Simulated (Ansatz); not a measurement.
The system is P.

```xyz
4
Lattice="1.6477 -5.4650 0.0000 1.6477 5.4650 0.0000 0.0000 0.0000 4.5436" Properties=species:S:1:pos:R:3 pbc="T T T"
P     1.6477   -4.4173    2.6754
P     1.6477    4.4173    1.8683
P     1.6477   -1.0477    0.4035
P     1.6477    1.0477    4.1401
```

Base run:

| Property | Result |
| --- | --- |
| Program | Ansatz 0.2.0 |
| Functional | HSE06 |
| Potentials or basis | Ansatz PAW |
| Cutoff | 420 eV (not typed: the program's choice for these potentials) |
| k mesh | 5 × 5 × 4 |
| Occupations | fermi-dirac, width 0.05 eV |
| Spin | no spin polarisation |

Its results: band gap on the k mesh 1.02 eV, direct; pressure -0.1 GPa; largest force 0.144 eV/Å.

The run is repeated on the same cell with these changes: functional from HSE06 to PBEsol. What comes out?

Band gap on the k mesh 0.37 eV, direct; pressure -0.5 GPa; largest force 0.291 eV/Å.

HSE06 gives the wider gap, since exact exchange removes part of the self-interaction.

Caveats: odd divisions of the mesh miss points on the zone boundary, where band edges often lie, so the gap on the mesh can be too wide; the PAW data sets come from PBE, with cores solved anew for the run's functional, which leaves a small shift of forces and pressure; the density of states is complete only up to the lowest level of the last band computed; the thresholds are loose for stress (some runs).

A k mesh can miss the band edges.
